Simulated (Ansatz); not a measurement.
HgTe: eigenvalues along the path

```
Hg Te
1.0
     4.69716    0.00000    0.00000
    -2.34858    4.06786    0.00000
     0.00000    0.00000    7.71100
Hg Te
2 2
Direct
  0.33333 0.66667 0.00061
  0.66667 0.33333 0.50061
  0.33333 0.66667 0.37539
  0.66667 0.33333 0.87539
```

Atom numbers follow the list: Hg1, Hg2, Te3, Te4.

The cell was built from the wurtzite type and relaxed in the same program, and has space group P6_3mc; it needn't be a known or the stable phase.

No spin–orbit coupling, which matters for the heavy atoms here.

Method: DFT, PBE, all-electron LAPW, scalar-relativistic in Ansatz 0.2.0.

Settings: a Γ-centred 10×10×6 k mesh, Fermi–Dirac smearing of 0.03 eV, basis error target 0.5 meV/atom, no spin polarisation.

Path points, in fractions of the reciprocal vectors: Γ (0.000, 0.000, 0.000), M (0.500, 0.000, 0.000), K (0.333, 0.333, 0.000), A (0.000, 0.000, 0.500), L (0.500, 0.000, 0.500), H (0.333, 0.333, 0.500). Levels in eV from the Fermi level; bands 51 to 80, counted from the lowest band of the run. The gap is zero.

```
# k(1/Å) point b51 b52 b53 b54 b55 b56 b57 b58 b59 b60 b61 b62 b63 b64 b65 b66 b67 b68 b69 b70 b71 b72 b73 b74 b75 b76 b77 b78 b79 b80
0.000 Γ -11.44 -10.97 -6.91 -6.91 -6.91 -6.83 -6.83 -6.52 -6.52 -6.46 -6.46 -6.24 -4.97 -0.93 -0.85 -0.85 -0.09 -0.03 -0.03 0.55 4.33 4.33 4.49 5.47 5.47 6.43 6.96 7.97 7.97 8.28
0.097 - -11.42 -10.96 -6.91 -6.90 -6.90 -6.83 -6.83 -6.52 -6.52 -6.47 -6.46 -6.23 -4.96 -1.22 -1.11 -0.90 -0.13 -0.06 0.22 0.80 4.19 4.39 4.56 5.40 5.56 6.69 6.88 7.57 7.90 8.67
0.193 - -11.38 -10.94 -6.90 -6.89 -6.89 -6.81 -6.81 -6.53 -6.52 -6.48 -6.46 -6.21 -4.93 -1.76 -1.58 -1.05 -0.23 -0.16 0.61 1.26 3.96 4.53 4.68 5.30 5.83 6.64 7.13 7.37 7.79 8.91
0.290 - -11.32 -10.91 -6.88 -6.87 -6.86 -6.78 -6.78 -6.54 -6.52 -6.49 -6.46 -6.19 -4.90 -2.34 -2.06 -1.24 -0.40 -0.30 0.95 1.64 3.87 4.69 4.73 5.47 6.24 6.40 6.89 7.78 7.95 8.96
0.386 - -11.23 -10.87 -6.86 -6.85 -6.82 -6.75 -6.74 -6.55 -6.51 -6.50 -6.45 -6.15 -4.91 -2.90 -2.45 -1.45 -0.62 -0.46 1.20 1.84 3.97 4.59 4.90 5.92 6.31 6.73 6.74 7.94 8.04 9.33
0.483 - -11.14 -10.84 -6.85 -6.84 -6.76 -6.72 -6.69 -6.56 -6.50 -6.50 -6.45 -6.10 -4.97 -3.43 -2.69 -1.65 -0.87 -0.62 1.37 1.88 4.11 4.55 5.02 6.30 6.50 6.76 7.30 7.93 8.30 9.26
0.579 - -11.06 -10.81 -6.83 -6.82 -6.72 -6.69 -6.63 -6.57 -6.49 -6.47 -6.44 -6.05 -5.06 -3.90 -2.77 -1.81 -1.12 -0.75 1.47 1.86 4.14 4.63 5.08 6.24 6.81 7.32 7.84 7.95 8.84 8.94
0.676 - -11.00 -10.81 -6.83 -6.82 -6.68 -6.67 -6.62 -6.57 -6.48 -6.44 -6.37 -6.07 -5.10 -4.27 -2.76 -1.91 -1.32 -0.83 1.54 1.82 4.09 4.78 5.10 6.07 7.07 7.86 8.13 8.29 8.91 9.45
0.772 M -10.97 -10.81 -6.83 -6.81 -6.67 -6.65 -6.64 -6.57 -6.48 -6.44 -6.29 -6.12 -5.09 -4.43 -2.74 -1.94 -1.40 -0.86 1.56 1.80 4.07 4.86 5.11 5.98 7.18 7.85 8.47 8.50 8.97 9.85
0.828 - -10.97 -10.81 -6.83 -6.81 -6.67 -6.65 -6.63 -6.57 -6.48 -6.44 -6.29 -6.11 -5.08 -4.43 -2.74 -1.97 -1.41 -0.91 1.62 1.85 4.06 4.87 5.08 6.03 7.16 7.91 8.41 8.44 8.91 9.91
0.884 - -10.96 -10.81 -6.83 -6.81 -6.67 -6.65 -6.63 -6.56 -6.48 -6.44 -6.28 -6.11 -5.07 -4.44 -2.73 -2.06 -1.43 -1.03 1.76 2.01 4.01 4.89 5.05 6.14 7.09 8.06 8.23 8.32 8.79 9.86
0.940 - -10.95 -10.81 -6.83 -6.80 -6.67 -6.65 -6.61 -6.55 -6.49 -6.45 -6.28 -6.10 -5.05 -4.46 -2.73 -2.15 -1.48 -1.19 1.96 2.22 3.92 4.93 5.08 6.26 6.99 7.96 8.08 8.37 8.69 9.57
0.995 - -10.93 -10.81 -6.83 -6.78 -6.67 -6.65 -6.59 -6.55 -6.50 -6.46 -6.26 -6.09 -5.03 -4.49 -2.76 -2.22 -1.54 -1.36 2.17 2.45 3.79 5.02 5.21 6.34 6.86 7.77 7.79 8.63 8.65 9.31
1.051 - -10.91 -10.81 -6.84 -6.77 -6.68 -6.65 -6.58 -6.54 -6.50 -6.47 -6.25 -6.09 -4.99 -4.54 -2.83 -2.22 -1.62 -1.51 2.37 2.65 3.67 5.19 5.41 6.35 6.70 7.41 7.70 8.59 8.77 9.09
1.107 - -10.89 -10.82 -6.84 -6.75 -6.69 -6.65 -6.56 -6.53 -6.51 -6.47 -6.22 -6.09 -4.94 -4.61 -2.91 -2.16 -1.71 -1.63 2.54 2.77 3.57 5.44 5.66 6.31 6.54 7.04 7.73 8.56 8.65 8.89
1.162 - -10.87 -10.83 -6.84 -6.73 -6.70 -6.65 -6.54 -6.53 -6.52 -6.48 -6.19 -6.11 -4.88 -4.70 -2.97 -2.06 -1.82 -1.70 2.68 2.81 3.51 5.78 5.91 6.22 6.36 6.69 7.86 8.46 8.53 8.73
1.218 K -10.85 -10.85 -6.84 -6.71 -6.71 -6.65 -6.53 -6.53 -6.52 -6.48 -6.15 -6.15 -4.79 -4.79 -2.99 -1.94 -1.94 -1.73 2.77 2.77 3.48 6.06 6.06 6.19 6.19 6.46 7.97 8.43 8.43 8.66
1.330 - -10.90 -10.82 -6.84 -6.74 -6.69 -6.65 -6.55 -6.53 -6.51 -6.48 -6.26 -6.06 -4.97 -4.54 -2.90 -2.21 -1.66 -1.64 2.55 2.82 3.56 5.51 5.89 5.92 6.42 7.03 7.86 8.20 8.82 9.12
1.441 - -10.97 -10.81 -6.84 -6.78 -6.69 -6.67 -6.57 -6.53 -6.51 -6.51 -6.38 -6.01 -5.06 -4.19 -2.64 -2.44 -1.42 -1.35 2.24 2.74 3.77 4.89 5.61 5.77 6.46 7.08 7.97 8.29 9.13 9.69
1.553 - -11.07 -10.82 -6.84 -6.81 -6.71 -6.71 -6.63 -6.54 -6.53 -6.51 -6.43 -6.04 -5.02 -3.73 -2.57 -2.28 -1.11 -1.03 1.90 2.54 4.06 4.37 5.38 5.53 6.60 6.81 8.04 8.08 9.06 9.44
1.664 - -11.17 -10.85 -6.85 -6.84 -6.78 -6.74 -6.70 -6.54 -6.52 -6.51 -6.45 -6.11 -4.93 -3.19 -2.52 -1.86 -0.78 -0.73 1.55 2.26 4.01 4.38 5.19 5.30 6.61 6.79 7.46 7.67 8.71 9.30
1.776 - -11.28 -10.89 -6.87 -6.87 -6.84 -6.78 -6.76 -6.54 -6.52 -6.50 -6.45 -6.17 -4.89 -2.57 -2.23 -1.45 -0.47 -0.47 1.17 1.89 3.84 4.59 4.98 5.19 6.44 6.70 6.92 7.55 8.21 9.28
1.887 - -11.36 -10.93 -6.89 -6.89 -6.88 -6.81 -6.80 -6.53 -6.52 -6.48 -6.46 -6.21 -4.92 -1.92 -1.74 -1.12 -0.27 -0.22 0.75 1.41 3.91 4.55 4.76 5.23 5.96 6.67 7.04 7.52 7.72 9.24
1.998 - -11.42 -10.96 -6.91 -6.90 -6.90 -6.83 -6.82 -6.52 -6.52 -6.47 -6.46 -6.23 -4.95 -1.29 -1.18 -0.92 -0.14 -0.07 0.28 0.87 4.15 4.40 4.58 5.38 5.59 6.78 6.86 7.50 7.88 8.75
2.110 Γ -11.44 -10.97 -6.91 -6.91 -6.91 -6.83 -6.83 -6.52 -6.52 -6.46 -6.46 -6.24 -4.97 -0.93 -0.85 -0.85 -0.09 -0.03 -0.03 0.55 4.33 4.33 4.49 5.47 5.47 6.43 6.96 7.97 7.97 8.28
2.161 - -11.43 -10.97 -6.91 -6.91 -6.91 -6.83 -6.83 -6.52 -6.52 -6.46 -6.46 -6.26 -4.92 -1.04 -0.84 -0.84 -0.04 -0.04 0.01 0.56 4.34 4.34 4.46 5.45 5.45 6.48 6.89 7.99 7.99 8.34
2.212 - -11.42 -10.99 -6.91 -6.91 -6.91 -6.84 -6.84 -6.52 -6.52 -6.46 -6.46 -6.33 -4.79 -1.29 -0.82 -0.82 -0.06 -0.06 0.22 0.58 4.36 4.36 4.37 5.41 5.41 6.59 6.70 8.06 8.06 8.51
2.263 - -11.40 -11.01 -6.90 -6.90 -6.90 -6.84 -6.84 -6.51 -6.51 -6.47 -6.47 -6.41 -4.61 -1.59 -0.79 -0.79 -0.11 -0.11 0.44 0.61 4.27 4.41 4.41 5.33 5.33 6.43 6.75 8.17 8.17 8.45
2.314 - -11.37 -11.04 -6.90 -6.90 -6.89 -6.85 -6.85 -6.51 -6.51 -6.50 -6.47 -6.47 -4.38 -1.91 -0.74 -0.74 -0.16 -0.16 0.63 0.66 4.21 4.46 4.46 5.24 5.24 6.11 6.91 8.30 8.33 8.33
2.365 - -11.34 -11.08 -6.89 -6.89 -6.87 -6.85 -6.85 -6.58 -6.50 -6.50 -6.47 -6.47 -4.11 -2.24 -0.69 -0.69 -0.23 -0.23 0.71 0.77 4.22 4.53 4.53 5.14 5.14 5.76 7.06 8.12 8.52 8.52
2.416 - -11.30 -11.12 -6.89 -6.89 -6.86 -6.86 -6.85 -6.66 -6.50 -6.50 -6.48 -6.48 -3.83 -2.57 -0.62 -0.62 -0.31 -0.31 0.77 0.85 4.32 4.62 4.62 5.03 5.03 5.41 7.22 7.93 8.75 8.75
2.466 - -11.26 -11.17 -6.88 -6.88 -6.87 -6.87 -6.82 -6.72 -6.49 -6.49 -6.48 -6.48 -3.53 -2.90 -0.55 -0.55 -0.39 -0.39 0.82 0.88 4.50 4.71 4.71 4.92 4.92 5.07 7.39 7.74 9.00 9.00
2.517 A -11.21 -11.21 -6.88 -6.88 -6.88 -6.88 -6.77 -6.77 -6.49 -6.49 -6.49 -6.49 -3.22 -3.22 -0.47 -0.47 -0.47 -0.47 0.87 0.87 4.76 4.76 4.81 4.81 4.81 4.81 7.56 7.56 9.28 9.28
2.614 - -11.20 -11.20 -6.87 -6.87 -6.87 -6.87 -6.77 -6.77 -6.49 -6.49 -6.49 -6.49 -3.25 -3.25 -0.67 -0.67 -0.51 -0.51 1.07 1.07 4.44 4.44 4.89 4.89 5.06 5.06 7.69 7.69 9.22 9.22
2.710 - -11.17 -11.17 -6.86 -6.86 -6.85 -6.85 -6.76 -6.76 -6.49 -6.49 -6.48 -6.48 -3.34 -3.34 -1.03 -1.03 -0.64 -0.64 1.44 1.44 4.14 4.14 5.11 5.11 5.21 5.21 7.99 7.99 9.09 9.09
2.807 - -11.11 -11.11 -6.84 -6.84 -6.83 -6.83 -6.74 -6.74 -6.49 -6.49 -6.47 -6.47 -3.54 -3.54 -1.33 -1.33 -0.81 -0.81 1.70 1.70 3.98 3.98 5.33 5.33 5.42 5.42 8.13 8.13 8.99 8.99
2.904 - -11.05 -11.05 -6.82 -6.82 -6.80 -6.80 -6.70 -6.70 -6.48 -6.48 -6.46 -6.46 -3.84 -3.84 -1.51 -1.51 -1.00 -1.00 1.75 1.75 3.92 3.92 5.55 5.55 5.77 5.77 8.06 8.06 8.99 8.99
3.000 - -10.99 -10.99 -6.81 -6.81 -6.78 -6.78 -6.65 -6.65 -6.48 -6.48 -6.42 -6.42 -4.19 -4.19 -1.57 -1.57 -1.18 -1.18 1.66 1.66 3.86 3.86 5.95 5.95 6.07 6.07 7.99 7.99 9.16 9.16
3.097 - -10.93 -10.93 -6.80 -6.80 -6.76 -6.76 -6.61 -6.61 -6.47 -6.47 -6.34 -6.34 -4.55 -4.55 -1.57 -1.57 -1.32 -1.32 1.54 1.54 3.78 3.78 6.29 6.29 6.36 6.36 8.11 8.11 9.51 9.51
3.193 - -10.90 -10.90 -6.80 -6.80 -6.74 -6.74 -6.58 -6.58 -6.47 -6.47 -6.25 -6.25 -4.82 -4.82 -1.55 -1.55 -1.41 -1.41 1.45 1.45 3.70 3.70 6.41 6.41 6.60 6.60 8.45 8.45 9.98 9.98
3.290 L -10.88 -10.88 -6.80 -6.80 -6.74 -6.74 -6.58 -6.58 -6.46 -6.46 -6.20 -6.20 -4.93 -4.93 -1.54 -1.54 -1.45 -1.45 1.41 1.41 3.67 3.67 6.45 6.45 6.67 6.67 8.70 8.70 10.28 10.28
3.345 - -10.88 -10.88 -6.80 -6.80 -6.74 -6.74 -6.58 -6.58 -6.47 -6.47 -6.20 -6.20 -4.93 -4.93 -1.60 -1.60 -1.42 -1.42 1.45 1.45 3.70 3.70 6.28 6.28 6.79 6.79 8.68 8.68 10.28 10.28
3.401 - -10.88 -10.88 -6.79 -6.79 -6.74 -6.74 -6.58 -6.58 -6.47 -6.47 -6.19 -6.19 -4.93 -4.93 -1.73 -1.73 -1.38 -1.38 1.54 1.54 3.79 3.79 6.03 6.03 6.91 6.91 8.64 8.64 10.22 10.22
3.457 - -10.87 -10.87 -6.78 -6.78 -6.74 -6.74 -6.57 -6.57 -6.48 -6.48 -6.17 -6.17 -4.94 -4.94 -1.89 -1.89 -1.36 -1.36 1.66 1.66 3.94 3.94 5.78 5.78 6.94 6.94 8.58 8.58 10.09 10.09
3.513 - -10.86 -10.86 -6.77 -6.77 -6.74 -6.74 -6.57 -6.57 -6.48 -6.48 -6.15 -6.15 -4.95 -4.95 -2.06 -2.06 -1.33 -1.33 1.78 1.78 4.15 4.15 5.56 5.56 6.90 6.90 8.46 8.46 10.02 10.02
3.568 - -10.85 -10.85 -6.77 -6.77 -6.74 -6.74 -6.56 -6.56 -6.49 -6.49 -6.13 -6.13 -4.96 -4.96 -2.21 -2.21 -1.31 -1.31 1.87 1.87 4.40 4.40 5.38 5.38 6.84 6.84 8.25 8.25 10.02 10.02
3.624 - -10.85 -10.85 -6.76 -6.76 -6.74 -6.74 -6.56 -6.56 -6.50 -6.50 -6.11 -6.11 -4.98 -4.98 -2.32 -2.32 -1.29 -1.29 1.92 1.92 4.65 4.65 5.23 5.23 6.82 6.82 7.98 7.98 10.07 10.07
3.680 - -10.84 -10.84 -6.75 -6.75 -6.74 -6.74 -6.55 -6.55 -6.51 -6.51 -6.09 -6.09 -5.00 -5.00 -2.39 -2.39 -1.28 -1.28 1.95 1.95 4.85 4.85 5.11 5.11 6.88 6.88 7.71 7.71 10.10 10.10
3.736 H -10.84 -10.84 -6.75 -6.75 -6.74 -6.74 -6.54 -6.54 -6.51 -6.51 -6.09 -6.09 -5.01 -5.01 -2.42 -2.42 -1.27 -1.27 1.95 1.95 5.00 5.00 5.00 5.00 6.97 6.97 7.56 7.56 10.11 10.11
3.847 - -10.85 -10.85 -6.76 -6.76 -6.74 -6.74 -6.56 -6.56 -6.50 -6.50 -6.13 -6.13 -4.95 -4.95 -2.33 -2.33 -1.29 -1.29 1.95 1.95 4.73 4.73 5.20 5.20 6.59 6.59 8.10 8.10 10.12 10.12
3.958 - -10.88 -10.88 -6.77 -6.77 -6.74 -6.74 -6.59 -6.59 -6.49 -6.49 -6.23 -6.23 -4.74 -4.74 -2.09 -2.09 -1.36 -1.36 1.96 1.96 4.45 4.45 5.37 5.37 6.16 6.16 8.61 8.61 10.31 10.31
4.070 - -10.94 -10.94 -6.79 -6.79 -6.75 -6.75 -6.63 -6.63 -6.49 -6.49 -6.35 -6.35 -4.41 -4.41 -1.76 -1.76 -1.43 -1.43 2.00 2.00 4.21 4.21 5.31 5.31 6.05 6.05 8.56 8.56 9.69 9.69
4.181 - -11.01 -11.01 -6.81 -6.81 -6.78 -6.78 -6.68 -6.68 -6.49 -6.49 -6.43 -6.43 -4.03 -4.03 -1.49 -1.49 -1.35 -1.35 1.99 1.99 4.02 4.02 5.16 5.16 6.05 6.05 8.31 8.31 9.09 9.09
4.293 - -11.09 -11.09 -6.83 -6.83 -6.82 -6.82 -6.73 -6.73 -6.49 -6.49 -6.47 -6.47 -3.66 -3.66 -1.39 -1.39 -1.00 -1.00 1.87 1.87 3.95 3.95 5.11 5.11 5.77 5.77 8.23 8.23 8.83 8.83
4.404 - -11.15 -11.15 -6.85 -6.85 -6.85 -6.85 -6.76 -6.76 -6.49 -6.49 -6.48 -6.48 -3.39 -3.39 -1.12 -1.12 -0.71 -0.71 1.56 1.56 4.07 4.07 5.08 5.08 5.35 5.35 8.09 8.09 8.94 8.94
4.516 - -11.20 -11.20 -6.87 -6.87 -6.87 -6.87 -6.77 -6.77 -6.49 -6.49 -6.49 -6.49 -3.26 -3.26 -0.72 -0.72 -0.53 -0.53 1.13 1.13 4.39 4.39 4.91 4.91 5.09 5.09 7.74 7.74 9.19 9.19
4.627 A -11.21 -11.21 -6.88 -6.88 -6.88 -6.88 -6.77 -6.77 -6.49 -6.49 -6.49 -6.49 -3.22 -3.22 -0.47 -0.47 -0.47 -0.47 0.87 0.87 4.76 4.76 4.81 4.81 4.81 4.81 7.56 7.56 9.28 9.28
```
